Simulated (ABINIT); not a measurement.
# Zr (P6_3/mmc) in ABINIT: notebook

The runs below take Zr through band structure, equation of state, with revPBE, LDA.

Everything below comes from runs of ABINIT 10.8.3 (patched build). Logs are shortened: lines on timing, memory, paths and dates and some standing lists are left out, and cuts for length are marked. The log counts tension as positive stress, the text compression.

### Step 1. The crystal as given

Symmetry: P6_3/mmc, No. 194, hexagonal system. The conventional cell has a = 3.232 Å, b = 3.232 Å, c = 5.147 Å, α = 90.00°, β = 90.00°, γ = 120.00°. Zr (site symmetry -6m2) is surrounded by 12 Zr at 3.18 to 3.23 Å.

### Step 2. Band structure, revPBE, spin-orbit coupling, no magnetisation

File run.abi:

```
# Datasets: ground state, then fixed potential
ndtset 2

# Pseudopotentials
pp_dirpath "./"
pseudos "Zr.GGA_PBE-JTH.xml"

# Structure
acell 3*1.0 Angstrom
rprim
     3.2320000000     0.0000000000     0.0000000000
    -1.6160000000     2.7989941050     0.0000000000
     0.0000000000     0.0000000000     5.1470000000
ntypat 1
znucl 40
natom 2
typat 1 1
xcart
     3.0537974177     1.7631107608     7.2948152726
    -0.0000000003     3.5262215221     2.4316050909

# Plane-wave basis
ecut 462.593566 eV
pawecutdg 34.0

# Exchange and correlation
ixc 14

# Bands and occupations
occopt 3
tsmear 0.00183747

# Spin
nspinor 2
nspden 1
pawspnorb 1

# SCF cycle
nstep 100

# Output
iomode 3
prtwf 0
prteig 0
prtebands 0
enunit 1
prtden1 1

# Dataset 1
kptopt1 4
ngkpt1 9 9 5
nshiftk1 1
shiftk1 0.0 0.0 0.0
nband1 32
tolvrs1 1.0e-9

# Dataset 2: bands along G-M-K-G-A-L-H-A
iscf2 -2
getden2 1
nband2 40
nbdbuf2 2
tolwfr2 1.0e-12
kptopt2 -7
ndivsm2 6
prteig2 1
prtvol2 -3
kptbounds2
     0.0000000000     0.0000000000     0.0000000000
     0.5000000000     0.0000000000     0.0000000000
     0.3333333333     0.3333333333     0.0000000000
     0.0000000000     0.0000000000     0.0000000000
     0.0000000000     0.0000000000     0.5000000000
     0.5000000000     0.0000000000     0.5000000000
     0.3333333333     0.3333333333     0.5000000000
     0.0000000000     0.0000000000     0.5000000000
```

Potentials or basis: JTH PAW PBE v2.0.

Started as:

```console
$ abinit run.abi > log 2>&1
```

run.abo:

```text
.Version 10.8.3 of ABINIT
 DATASET    1 : space group P6_3 2 2 (#182); Bravais hP (primitive hexag.)
================================================================================
 Values of the parameters that define the memory need for DATASET  1.
     intxc =       0    ionmov =       0      iscf =      17    lmnmax =      18
     lnmax =       6     mgfft =      40  mpssoang =       3    mqgrid =    3001
     natom =       2  nloc_mem =       2    nspden =       1   nspinor =       2
    nsppol =       1      nsym =      12    n1xccc =       1    ntypat =       1
    occopt =       3   xclevel =       2
       mpw =        1087          nfft =       23040          nkpt =          42
 PAW method is used; the additional fine FFT grid is defined by:
   mgfftf=        54    nfftf =     69984
================================================================================
================================================================================

 DATASET    2 : space group P6_3 2 2 (#182); Bravais hP (primitive hexag.)
================================================================================
 Values of the parameters that define the memory need for DATASET  2.
     intxc =       0    ionmov =       0      iscf =      -2    lmnmax =      18
     lnmax =       6     mgfft =      40  mpssoang =       3    mqgrid =    3001
     natom =       2  nloc_mem =       2    nspden =       1   nspinor =       2
    nsppol =       1      nsym =      12    n1xccc =       1    ntypat =       1
    occopt =       3   xclevel =       2
       mpw =        1087          nfft =       23040          nkpt =          67
 PAW method is used; the additional fine FFT grid is defined by:
   mgfftf=        54    nfftf =     69984
================================================================================
================================================================================

--------------------------------------------------------------------------------
------------- Echo of variables that govern the present computation ------------
--------------------------------------------------------------------------------
 -outvars: echo values of preprocessed input variables --------
            acell      1.8897261259E+00  1.8897261259E+00  1.8897261259E+00 Bohr
              amu      9.12240000E+01
             ecut      1.70000000E+01 Hartree
           enunit           1
           getden1          0
           getden2          1
             iscf1         17
             iscf2         -2
              ixc          14
           jdtset        1    2
[... 1181 lines left out ...]
 Atom  Sphere_radius  Integrated_density
    1        2.22030          9.01020972
    2        2.22030          9.01020972

================================================================================

 ----iterations are completed or convergence reached----

 Mean square residual over all n,k,spin=   48.979E-14; max=  99.996E-14
 reduced coordinates (array xred) for    2 atoms
       0.666666666328      0.333333332995      0.749999999663
       0.333333332995      0.666666666328      0.249999999663

 cartesian coordinates (angstrom) at end:
    1      1.61599999945310     0.93299803405268     3.86024999826764
    2     -0.00000000054690     1.86599606905268     1.28674999826764
 length scales=  1.889726125908  1.889726125908  1.889726125908 bohr
              =  1.000000000000  1.000000000000  1.000000000000 angstroms
 Eigenvalues (   eV  ) for nkpt=  67  k points:
 kpt#   1, nband= 40, wtk=  1.00000, kpt=  0.0000  0.0000  0.0000 (reduced coord)
 -37.65792  -37.65792  -37.50378  -37.50378  -16.85961  -16.85961  -16.37463  -16.37463
 -15.24763  -15.24763  -14.74053  -14.74053  -14.59399  -14.59399  -14.59231  -14.59231
   5.56505    5.56505    8.18727    8.18727   12.02999   12.02999   12.12950   12.12950
  12.22527   12.22527   12.36337   12.36337   12.71443   12.71443   12.82878   12.82878
  13.32941   13.32941   13.39084   13.39084   15.60694   15.60694   15.68281   15.68281
 kpt#   2, nband= 40, wtk=  1.00000, kpt=  0.0455  0.0000  0.0000 (reduced coord)
 -37.65556  -37.65556  -37.50279  -37.50279  -16.85903  -16.85903  -16.38119  -16.38119
 -15.24960  -15.24960  -14.74934  -14.74934  -14.60494  -14.60494  -14.59624  -14.59624
   5.62341    5.62341    8.24088    8.24088   11.87292   11.87292   12.13746   12.13746
  12.24153   12.24153   12.39400   12.39400   12.69355   12.69355   12.84665   12.84665
  13.26575   13.26575   13.32815   13.32815   15.67689   15.67689   15.84851   15.84851
 kpt#   3, nband= 40, wtk=  1.00000, kpt=  0.0909  0.0000  0.0000 (reduced coord)
 -37.64861  -37.64861  -37.49995  -37.49995  -16.85754  -16.85754  -16.40062  -16.40062
 -15.25515  -15.25515  -14.77444  -14.77444  -14.64018  -14.64018  -14.60434  -14.60434
   5.79529    5.79529    8.39544    8.39544   11.58013   11.58013   11.91307   11.91307
  12.29332   12.29332   12.53060   12.53060   12.64209   12.64209   12.97394   12.97394
[... 371 lines left out ...]
  11.92758   11.92758   11.93230   11.93230   12.15000   12.15000   12.15469   12.15469
  15.10522   15.10522   15.11257   15.11257   15.20770   15.20770   15.21560   15.21560
 kpt#  66, nband= 40, wtk=  1.00000, kpt=  0.0256  0.0256  0.5000 (reduced coord)
 -37.57991  -37.57991  -37.57991  -37.57991  -16.60027  -16.60027  -16.60022  -16.60022
 -14.96367  -14.96367  -14.96327  -14.96327  -14.67365  -14.67365  -14.67330  -14.67330
   7.32062    7.32062    7.32065    7.32065   11.19353   11.19353   11.19366   11.19366
  11.95546   11.95546   11.95717   11.95717   12.04575   12.04575   12.04741   12.04741
  15.13872   15.13872   15.14108   15.14108   15.18237   15.18237   15.18481   15.18481
 kpt#  67, nband= 40, wtk=  1.00000, kpt=  0.0000  0.0000  0.5000 (reduced coord)
 -37.58152  -37.58152  -37.58152  -37.58152  -16.59647  -16.59647  -16.59647  -16.59647
 -14.95938  -14.95938  -14.95938  -14.95938  -14.66680  -14.66680  -14.66680  -14.66680
   7.27164    7.27164    7.27164    7.27164   11.25217   11.25217   11.25217   11.25217
  11.94747   11.94747   11.94747   11.94747   12.02306   12.02306   12.02306   12.02306
  15.14549   15.14549   15.14549   15.14549   15.18211   15.18211   15.18211   15.18211

== END DATASET(S) ==============================================================
================================================================================

 -outvars: echo values of variables after computation  --------
            acell      1.8897261259E+00  1.8897261259E+00  1.8897261259E+00 Bohr
           etotal1    -9.4894659791E+01
            fcart1     2.2043417206E-29  1.2726772858E-29 -0.0000000000E+00
                      -2.2043417206E-29 -1.2726772858E-29 -0.0000000000E+00
            rprim      3.2320000000E+00  0.0000000000E+00  0.0000000000E+00
                      -1.6160000000E+00  2.7989941050E+00  0.0000000000E+00
                       0.0000000000E+00  0.0000000000E+00  5.1470000000E+00
           strten1    -5.8025740698E-05 -5.8025740530E-05 -8.7411768802E-05
                       0.0000000000E+00  0.0000000000E+00  0.0000000000E+00
           xangst      1.6159999995E+00  9.3299803405E-01  3.8602499983E+00
                      -5.4689847173E-10  1.8659960691E+00  1.2867499983E+00
             xred      6.6666666633E-01  3.3333333299E-01  7.4999999966E-01
                       3.3333333299E-01  6.6666666633E-01  2.4999999966E-01
 Calculation completed.
```

Wall time 2.5 min (1 thread of Arm Neoverse V2, shared host); peak memory 0.18 GiB.

Results:

```
Free energy                                           : -2582.2152 eV
Pressure                                              : 2.0 GPa
Band gap on the k mesh                                : none (metal or under the smearing width)
Valence electrons inside the program's atomic spheres : Zr 9.01 (radii [1.1749] Å)
```

Levels at the corners of the path, in eV from the Fermi level:
```tsv
point	band 20	band 21	band 22	band 23	band 24	band 25	band 26	band 27	band 28	band 29
Γ	-3.04	0.81	0.81	0.91	0.91	1.00	1.00	1.14	1.14	1.49
M	-2.51	-2.15	-2.15	-0.24	-0.24	0.53	0.53	0.77	0.77	1.46
K	-1.41	-1.34	-1.34	-1.15	-1.15	0.24	0.24	0.27	0.27	1.80
Γ	-3.04	0.81	0.81	0.91	0.91	1.00	1.00	1.14	1.14	1.49
A	-3.95	0.03	0.03	0.03	0.03	0.72	0.72	0.72	0.72	0.80
L	-2.87	-1.06	-1.06	-1.06	-1.06	1.60	1.60	1.60	1.60	2.20
H	-1.43	-1.32	-1.32	-1.26	-1.26	-0.08	-0.08	-0.03	-0.03	2.00
A	-3.95	0.03	0.03	0.03	0.03	0.72	0.72	0.72	0.72	0.80
```

Caveat: the PAW data sets were made with another functional, which shifts forces and pressure a little.

### Step 3. Equation of state, revPBE

File run.abi:

```
# Datasets: one volume each
ndtset 7
getwfk -1
scalecart1 3*0.9795861087
scalecart2 3*0.9864848297
scalecart3 3*0.9932883884
scalecart4 3*1.0000000000
scalecart5 3*1.0066227096
scalecart6 3*1.0131594038
scalecart7 3*1.0196128224

# Pseudopotentials
pp_dirpath "./"
pseudos "Zr.GGA_PBE-JTH.xml"

# Structure
acell 3.232 3.232 5.147 Angstrom
rprim
     1.0000000000     0.0000000000     0.0000000000
    -0.5000000000     0.8660254038     0.0000000000
     0.0000000000     0.0000000000     1.0000000000
ntypat 1
znucl 40
natom 2
typat 1 1
xred
     0.6666666667     0.3333333333     0.7500000000
     0.3333333333     0.6666666667     0.2500000000

# Plane-wave basis
ecut 462.593566 eV
pawecutdg 34.0

# k points
kptopt 1
ngkpt 9 9 5
nshiftk 1
shiftk 0.0 0.0 0.0

# Exchange and correlation
ixc 14

# Bands and occupations
nband 16
occopt 3
tsmear 0.05 eV

# SCF cycle
nstep 100
tolvrs 1.0e-9

# Output
iomode 3
prtwf 1
prtden 0
prteig 0
prtebands 0
```

Potentials or basis: JTH PAW PBE v2.0.

Started as:

```console
$ abinit run.abi > log 2>&1
```

It took 88 s on 1 thread of Arm Neoverse V2, shared host; peak memory 0.15 GiB.

The run converged. Its results:

- Equilibrium volume: 23.80 Å³/atom
- Bulk modulus at fixed shape and positions: 91 GPa
- Pressure derivative of the bulk modulus: 3.3

Energy against volume, from the lowest point:
```csv
volume (Å³/atom),energy (meV/atom)
21.884,49.41
22.350,27.49
22.815,12.30
23.281,3.31
23.746,0.00
24.212,1.94
24.678,8.68
```

Caveat: pressures at fixed basis lie under the slope of the energies; the cell was scaled at fixed shape and fractional positions, which overstates the stiffness of a crystal with free parameters, most of all of layers and chains; the PAW data sets were made with another functional, which shifts forces and pressure a little.

### Step 4. Band structure, LDA, spin-orbit coupling, no magnetisation

File run.abi:

```
ndtset 2

pp_dirpath "./"
pseudos "Zr.LDA_PW-JTH.xml"

acell 3*1.0
rprim
     6.1075948348     0.0000000000     0.0000000000
    -3.0537974174     5.2893322829     0.0000000000
     0.0000000000     0.0000000000     9.7264203634
ntypat 1
znucl 40
natom 2
typat 1 1
xcart
     1.6160000002     0.9329980349     3.8602500000
    -0.0000000002     1.8659960701     1.2867500000 Angstrom

ecut 17.0
pawecutdg 34.0

ixc 7

occopt 3
tsmear 0.00183747

nspinor 2
nspden 1
pawspnorb 1

nstep 100

iomode 3
prtwf 0
prteig 0
prtebands 0
enunit 1
prtden1 1

kptopt1 4
ngkpt1 9 9 5
nshiftk1 1
shiftk1 0.0 0.0 0.0
nband1 32
tolvrs1 1.0e-9

iscf2 -2
getden2 1
nband2 40
nbdbuf2 2
tolwfr2 1.0e-12
kptopt2 -7
ndivsm2 8
prteig2 1
kptbounds2
     0.0000000000     0.0000000000     0.0000000000
     0.5000000000     0.0000000000     0.0000000000
     0.3333333333     0.3333333333     0.0000000000
     0.0000000000     0.0000000000     0.0000000000
     0.0000000000     0.0000000000     0.5000000000
     0.5000000000     0.0000000000     0.5000000000
     0.3333333333     0.3333333333     0.5000000000
     0.0000000000     0.0000000000     0.5000000000
```

Potentials or basis: JTH PAW LDA v2.0.

Started as:

```console
$ abinit run.abi > log 2>&1
```

run.abo:

```text
.Version 10.8.3 of ABINIT
 DATASET    1 : space group P6_3 2 2 (#182); Bravais hP (primitive hexag.)
================================================================================
 Values of the parameters that define the memory need for DATASET  1.
     intxc =       0    ionmov =       0      iscf =      17    lmnmax =      18
     lnmax =       6     mgfft =      40  mpssoang =       3    mqgrid =    3001
     natom =       2  nloc_mem =       2    nspden =       1   nspinor =       2
    nsppol =       1      nsym =      12    n1xccc =       1    ntypat =       1
    occopt =       3   xclevel =       1
       mpw =        1087          nfft =       23040          nkpt =          42
 PAW method is used; the additional fine FFT grid is defined by:
   mgfftf=        54    nfftf =     69984
================================================================================
================================================================================
[... 2046 lines left out ...]
 -15.13845  -15.13845  -15.13845  -15.13845  -14.84082  -14.84082  -14.84082  -14.84082
   6.97186    6.97186    6.97186    6.97186   10.95624   10.95624   10.95624   10.95624
  11.60711   11.60711   11.60711   11.60711   11.68258   11.68258   11.68258   11.68258
  14.80997   14.80997   14.80997   14.80997   14.84662   14.84662   14.84662   14.84662

== END DATASET(S) ==============================================================
================================================================================

 -outvars: echo values of variables after computation  --------
            acell      1.0000000000E+00  1.0000000000E+00  1.0000000000E+00 Bohr
           etotal1    -9.5366441051E+01
            fcart1    -0.0000000000E+00 -0.0000000000E+00 -0.0000000000E+00
                      -0.0000000000E+00 -0.0000000000E+00 -0.0000000000E+00
            rprim      6.1075948348E+00  0.0000000000E+00  0.0000000000E+00
                      -3.0537974174E+00  5.2893322829E+00  0.0000000000E+00
                       0.0000000000E+00  0.0000000000E+00  9.7264203634E+00
           strten1     2.1972557939E-04  2.1972557956E-04  1.9075815122E-04
                       0.0000000000E+00  0.0000000000E+00  0.0000000000E+00
           xangst      1.6159999995E+00  9.3299803532E-01  3.8602499991E+00
                       5.4689817197E-10  1.8659960697E+00  1.2867500009E+00
             xred      6.6666666701E-01  3.3333333367E-01  7.5000000034E-01
                       3.3333333367E-01  6.6666666701E-01  2.5000000034E-01
 Calculation completed.
```

It took 3.1 min on 1 thread of Arm Neoverse V2, shared host; peak memory 0.2 GiB.

What came out:

| Item | Value |
| --- | --- |
| Free energy | -2595.0531 eV |
| Pressure | -6.2 GPa |
| Band gap on the k mesh | none (metal or under the smearing width) |
| Valence electrons inside the program's atomic spheres | Zr 9.02 (radii [1.1749] Å) |

Levels at the corners of the path, in eV from the Fermi level:
```tsv
point	band 20	band 21	band 22	band 23	band 24	band 25	band 26	band 27	band 28	band 29
Γ	-3.05	0.77	0.77	0.87	0.87	0.98	0.98	1.23	1.23	1.46
M	-2.52	-2.15	-2.15	-0.18	-0.18	0.48	0.48	0.76	0.76	1.44
K	-1.39	-1.31	-1.31	-1.12	-1.12	0.22	0.22	0.26	0.26	1.78
Γ	-3.05	0.77	0.77	0.87	0.87	0.98	0.98	1.23	1.23	1.46
A	-3.95	0.04	0.04	0.04	0.04	0.69	0.69	0.69	0.69	0.76
L	-2.88	-1.07	-1.07	-1.07	-1.07	1.66	1.66	1.66	1.66	2.17
H	-1.46	-1.30	-1.30	-1.23	-1.23	-0.05	-0.05	0.02	0.02	1.96
A	-3.95	0.04	0.04	0.04	0.04	0.69	0.69	0.69	0.69	0.76
```

### Step 5. Overview

```csv
task,level,potentials or basis,spin,gap on the mesh (eV),pressure (GPa)
band structure,revPBE,JTH PAW PBE v2.0,"SOC, no magnetisation",none,2.0
equation of state,revPBE,JTH PAW PBE v2.0,off,-,-
band structure,LDA,JTH PAW LDA v2.0,"SOC, no magnetisation",none,-6.2
```

Alike in all rows: cell as given; k mesh 9 × 9 × 5; cutoff (eV) 463; smearing fermi-dirac 0.05 eV.

Caveats: the PAW data sets were made with another functional, which shifts forces and pressure a little (some runs); pressures at fixed basis lie under the slope of the energies (some runs); the cell was scaled at fixed shape and fractional positions, which overstates the stiffness of a crystal with free parameters, most of all of layers and chains (some runs).

Total energies depend on the potentials used, so only differences within one code and one set of settings carry meaning.
